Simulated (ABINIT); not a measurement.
# KI (Fm-3m): G0W0 with ABINIT, start to end, part 3 of 3

Aim: the G0W0 gap of KI (Fm-3m) on PBE, step by step.

ABINIT 10.8.3; PBE and many-body steps on it, plane waves. Known limits of the many-body steps: not at the basis limit; no spin-orbit coupling.

So far. Step 4 (Empty states on the mesh, 4×4×4 mesh, 270 bands): On this mesh the gap is 3.962 eV. Step 5 (Screening, 4×4×4 mesh, 246 bands, screening to 179.6 eV): Local fields lower ε∞ by 19 %.

### 6. Self-energy, 4×4×4 mesh, 246 bands, screening to 179.6 eV

The self-energy is evaluated for the states that the input lists, and the levels follow from it, in one-shot runs by the linearised quasiparticle equation.

This step: G0W0 on PBE, plane waves, norm-conserving pseudopotentials.

Contents of run.abi:

```
acell 3*1.0 Angstrom
rprim 
  0.000000000000 3.532775000000 3.532775000000
  3.532775000000 0.000000000000 3.532775000000
  3.532775000000 3.532775000000 -0.000000000000
ntypat 2
znucl 19 53
natom 2
typat 1 2
xred 
  0.000000000000 0.000000000000 0.000000000000
  0.500000000000 0.500000000000 0.500000000000
pp_dirpath "pseudos"
pseudos "K.upf, I.upf"
ecut 33
ngkpt 4 4 4
nshiftk 1
shiftk 0 0 0
kptopt 1
chksymbreak 0
istwfk *1
occopt 1
irdwfk 1
optdriver 4
nband 246
gwcalctyp 0
ecutsigx 33
symsigma 1
nkptgw 1
kptgw 
  0.0000000000 0.0000000000 0.0000000000
bdgw 
  6 12
ecuteps 6.6
irdscr 1
ppmodel 1
indata_prefix "in"
outdata_prefix "out"
tmpdata_prefix "tmp"
```

Run with:

```
OMP_NUM_THREADS=1 mpirun -n 4 abinit run.abi > log
```

Numbers of over 12 decimals in the logs are rounded to 6 here.

The log of the run:

```text
.Version 10.8.3 of ABINIT. v10.8.2 released Aug 2026.

 Symmetries : space group Fm -3 m (#225); Bravais cF (face-center cubic)
[... echo of the input left out ...]
== DATASET  1 ==================================================================
-   mpi_nproc: 4, omp_nthreads: 1 (-1 if OMP is not activated)

--- !DatasetInfo
iteration_state: {dtset: 1, }
dimensions: {natom: 2, nkpt: 8, mband: 246, nsppol: 1, nspinor: 1, nspden: 1, mpw: 5434, }
cutoff_energies: {ecut:  33.0, pawecutdg:  -1.0, }
electrons: {nelect:   1.60000000E+01, charge:   0.00000000E+00, occopt:   1.00000000E+00, tsmear:   1.00000000E-02, }

 SIGMA: Calculation of the GW corrections

 Based on a program developped by R.W. Godby, V. Olevano, G. Onida, and L. Reining.
 Incorporated in ABINIT by V. Olevano, G.-M. Rignanese, and M. Torrent.
.Using double precision arithmetic ; gwpc =  8

[... cell and pseudopotentials left out ...]
--------------------------------------------------------------------------------

 ==== K-mesh for the wavefunctions ====
 Number of points in the irreducible wedge :     8
[... list of points left out ...]
 Together with 48 symmetry operations and time-reversal symmetry
 yields    64 points in the full Brillouin Zone.

 ==== Q-mesh for screening function ====
 Number of points in the irreducible wedge :     8
[... list of points left out ...]
 Together with 48 symmetry operations and time-reversal symmetry
 yields    64 points in the full Brillouin Zone.

 vcoul_init : cutoff-mode = AUXILIARY_FUNCTION
 q-points for optical limit:   1
     1)      0.000010    0.000020    0.000030
 setmesh: FFT mesh size selected  =    50x   50x   50
          total number of points  =       125000

 Number of electrons calculated from density =   16.0000; Expected =   16.0000
 average of density, n =  0.026887
 r_s =    2.0707
 omega_plasma =   15.8172 [eV]

 === KS Band Gaps ===
  >>>> For spin  1
   Minimum direct gap =   3.9625 [eV], located at k-point      :   0.0000  0.0000  0.0000
   Fundamental gap    =   3.9625 [eV], Top of valence bands at :   0.0000  0.0000  0.0000
                                       Bottom of conduction at :   0.0000  0.0000  0.0000
 SIGMA fundamental parameters:
 PLASMON POLE MODEL  1
 number of plane-waves for SigmaX                 5329
 number of plane-waves for SigmaC and W            531
 number of plane-waves for wavefunctions          5329
 number of bands                                   246
 number of independent spin polarizations            1
 number of spinorial components                      1
 number of k-points in IBZ                           8
 number of q-points in IBZ                           8
 number of symmetry operations                      48
 number of k-points in BZ                           64
 number of q-points in BZ                           64
 number of frequencies for dSigma/dE                 9
 frequency step for dSigma/dE [eV]                0.25
 number of omega for Sigma on real axis              0
 max omega for Sigma on real axis  [eV]           0.00
 zcut for avoiding poles [eV]                     0.10

 EPSILON^-1 parameters (SCR file):
 dimension of the eps^-1 matrix on file            531
 dimension of the eps^-1 matrix used               531
 number of plane-waves for wavefunctions          5329
 number of bands                                   246
 number of q-points in IBZ                           8
 number of frequencies                               2
 number of real frequencies                          1
 number of imag frequencies                          1

 matrix elements of self-energy operator (all in [eV])

 Perturbative Calculation

--- !SelfEnergy_ee
iteration_state: {dtset: 1, }
kpoint     : [   0.000,    0.000,    0.000, ]
spin       : 1
KS_gap     :    3.962
QP_gap     :    6.064
Delta_QP_KS:    2.102
data: !SigmaeeData |
     Band     E0 <VxcDFT>   SigX SigC(E0)      Z dSigC/dE  Sig(E)    E-E0       E
        6   0.119 -11.176 -14.233   1.081   0.808  -0.237 -12.773  -1.598  -1.479
        7   0.119 -11.176 -14.233   1.081   0.808  -0.237 -12.773  -1.598  -1.479
        8   0.119 -11.176 -14.233   1.081   0.808  -0.237 -12.773  -1.598  -1.479
        9   4.081  -6.410  -2.934  -2.883   0.850  -0.176  -5.905   0.504   4.585
       10   6.624  -7.766  -3.475  -3.056   0.843  -0.186  -6.725   1.041   7.664
       11   6.624  -7.766  -3.475  -3.056   0.843  -0.186  -6.725   1.041   7.664
       12   6.624  -7.766  -3.475  -3.056   0.843  -0.186  -6.725   1.041   7.664

== END DATASET(S) ==============================================================
================================================================================

 -outvars: echo values of variables after computation  --------
           etotal      0.0000000000E+00
            nband         246
             nkpt           8
          spgroup         225
 [... the other variables as echoed above ...]

 Calculation completed.
```

Wall time 83 s (4 MPI ranks of Arm Neoverse N1, shared host); peak memory 2.6 GiB.

Numbers from this step:

```
G0W0 gap on the points computed              : 6.064 eV
starting gap on the mesh                     : 3.962 eV
k of the valence top                         : 0, 0, 0
k of the conduction bottom                   : 0, 0, 0
Z at the valence top                         : 0.808
Z at the conduction bottom                   : 0.85
least direct G0W0 gap on the computed points : 6.064 eV
```

The gap on the mesh goes from 3.96 eV to 6.06 eV, a correction of +2.10 eV.

Limits: finite bands, cutoff and mesh; no spin-orbit coupling. v1 is the top filled band, c1 the lowest empty one. Levels before and after the correction, in eV, zero at the valence-band top of each column:

```csv
,conduction bottom,valence top
Kohn-Sham,3.96,0.00
G0W0,6.06,0.00
```

```csv
,level,energy (eV)
Kohn-Sham,Γ v3-v1,0.000
Kohn-Sham,Γ c1,3.962
Kohn-Sham,Γ c2-c4,6.505
G0W0,Γ v3-v1,0.000
G0W0,Γ c1,6.064
G0W0,Γ c2-c4,9.143
```

### 7. Where the time went

Times are wall times on 4 MPI ranks of Arm Neoverse N1, shared host, good to a factor of about two.

```csv
step,time,share,memory (GiB)
ground state,19 s,3 %,0.4
bands along the symmetry lines,39 s,7 %,0.33
empty states on the mesh,3.6 min,37 %,0.54
screening,3.7 min,39 %,2.2
self-energy,83 s,14 %,2.6
```

### 8. What came out

| Property | Result |
| --- | --- |
| PBE gap | 3.96 eV, direct |
| G0W0 gap on the mesh | 6.06 eV |
| GW settings | 4×4×4 mesh, 246 bands, screening to 179.6 eV, Godby-Needs plasmon pole |
| known limits | not at the basis limit; no spin-orbit coupling |

In words: G0W0 moves the gap on the mesh from 3.96 eV to 6.06 eV (+2.10 eV), with Z of 0.81 and 0.85 at the edges. Local fields lower the RPA ε∞ on this mesh from 3.28 to 2.66. Only 1 of the mesh's irreducible points was corrected, so a valley elsewhere could overtake. Bands and cutoff are finite, so the gap is not at the basis limit. The miss can reach some tenths of an eV and take either sign; the mesh is an error of its own. In the G0W0 run levels were corrected at 1 k point alone, so a gap called «on the mesh» is the least over those, and an edge elsewhere would be missed. The many-body steps are scalar-relativistic: spin-orbit coupling is not in them.

[Paths, hosts, dates, memory and timing lines, banners, echoed tables and standing remarks are left out of the program output.]

[Logs are printed without paths, hosts, clocks, repeated set-up lines and the standing remarks that a program may print on its own settings, such as how far it seeks lower states.]

[Runs of the session that timed out or met a known fault of the program may be left out.]

[Hosts, paths, dates, database ids (printed as entryN), source tags and the programs' standing remarks are cut or masked in the printed files.]

[G0W0 gaps are taken among the corrected bands and points alone; a level outside them can change the order at an edge.]

[Where Ansatz stands beside ABINIT at settings called matched, ABINIT's density can come from a denser mesh and the files from another edition; pairs whose starting gaps differed by over 0.03 eV were left out, so agreement reads better than it is.]
